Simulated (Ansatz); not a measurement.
Ansatz input file:

```yaml
crystal:
  lattice:
    - [0.0, 1.8120401095, 1.8120401095]
    - [1.8120401095, 0.0, 1.8120401095]
    - [1.8120401095, 1.8120401095, 0.0]
  atoms:
    - { symbol: B, position: [0.0, 0.0, 0.0] }
    - { symbol: "N", position: [0.75, 0.75, 0.75] }
basis:
  ecutwfc: 420
kpoints:
  mp_grid: { grid: [12, 12, 12] }
hamiltonian:
  xc: pbe
scf:
  occupations: { method: gaussian, width: 0.02 }
output:
  forces: true
  stress: true
  eigenvalues: true
  populations: true
```

Command:
```bash
ansatz run input.yaml --threads 1 --pin off --max-ram 1331MiB --backend cpu --events-out ev --progress --plain --runs-dir out
```

Method: Ansatz 0.2.0, DFT PBE, scalar-relativistic, plane waves, PAW.

From the run's log, abridged (iterations and final results):

```
SCF iter   1: F=—  HF=-542.275540 eV  |F-HF|=—  |Δ(HF+E_count)|=         —  Δρ=1.59e-3  dr2=1.62e-4  ethr=1.77e-3  ⟨swp⟩=4.9  Hψ=3726  notcnv=0
SCF iter   2: F=—  HF=-542.275666 eV  |F-HF|=—  |Δ(HF+E_count)|=   1.26e-4  Δρ=8.31e-4  dr2=2.33e-5  ethr=2.02e-6  ⟨swp⟩=2.1  Hψ=1432  notcnv=0
SCF iter   3: F=—  HF=-542.275709 eV  |F-HF|=—  |Δ(HF+E_count)|=   4.27e-5  Δρ=3.69e-4  dr2=5.63e-6  ethr=2.91e-7  ⟨swp⟩=2.1  Hψ=824  notcnv=0
SCF iter   4: F=-542.275723 eV  HF=-542.275723 eV  |F-HF|=1.66e-8  |Δ(HF+E_count)|=   1.42e-5  Δρ=2.41e-5  dr2=2.16e-8  ethr=7.03e-8  ⟨swp⟩=2.4  Hψ=842  notcnv=0
SCF iter   5: F=-542.275723 eV  HF=-542.275723 eV  |F-HF|=5.06e-9  |Δ(HF+E_count)|=   1.58e-8  Δρ=9.04e-6  dr2=2.52e-9  ethr=2.70e-10  ⟨swp⟩=1.9  Hψ=700  notcnv=0
SCF iter   6: F=-542.275723 eV  HF=-542.275723 eV  |F-HF|=8.98e-12  |Δ(HF+E_count)|=   5.69e-9  Δρ=4.71e-7  dr2=1.13e-11  ethr=3.15e-11  ⟨swp⟩=1.5  Hψ=1731  notcnv=0
SCF 1 converged in 6 iterations: F = -542.275723 eV  dr2 = 1.13e-11
SCF converged after 6 iterations
Free energy (F): -542.275723 eV
Harris-Foulkes:  -542.275723 eV  (|F-HF|=8.98e-12)
Internal energy: -542.275723 eV  (E = F + TS)
E sigma→0 (E₀):  -542.275723 eV
Fermi energy:    13.290573 eV
--- Per-component energies (eV) ---
  E_band       = 25.778722
  E_kinetic    = 185.173646
  E_local      = -176.040641  (includes V_loc(G=0)·N_el)
  E_nonlocal   = 56.519201
  E_hartree    = 49.303750
  E_xc         = -93.337726
  E_vxc        = -116.087406  (∫ρ·V_xc dr)
  E_paw        = -206.407348  (= ΣΔE_a)
  E_vpaw       = -22.393676  (= ΣTr[D̂ρ^β])
  E_aug_tail   = 0.000103  (compensation charges beyond the density's cutoff)
  E_ewald      = -357.486708
  E_smearing   =  0.000000  (= −TS)
--- Forces (eV/Å), atoms counted from 1 ---
  atom   1  B      0.00000000     0.00000000     0.00000000
  atom   2  N      0.00000000     0.00000000     0.00000000
--- Stress (GPa, compression-positive) ---
        0.180116       0.000000       0.000000
        0.000000       0.180116       0.000000
        0.000000       0.000000       0.180116
  P = ⅓ Tr σ = 0.1801 GPa (1.801 kbar)
--- Band table (eV; the first three rows and the last of 72) ---
  k-point 0: bands = ["-9.0876", "11.0588", "11.0588", "11.0588", "19.8536", "19.8536", "19.8536", "21.2588"]
  k-point 1: bands = ["-8.9195", "10.1523", "10.8803", "10.8803", "20.0469", "20.1250", "20.1250", "21.8338"]
  k-point 2: bands = ["-8.4216", "8.0645", "10.4448", "10.4448", "20.3371", "20.7563", "20.7563", "23.1776"]
  k-point 71: bands = ["-3.2438", "3.5048", "4.1521", "4.6093", "20.6322", "24.2639", "25.5238", "25.6003"]
--- Löwdin populations: 2 sites ---
  site symbol q [e]
     0      B      2.6895
     1      N      5.2822
  spilling = 0.003536 (of n_electrons = 8.000000)
```

The run converged.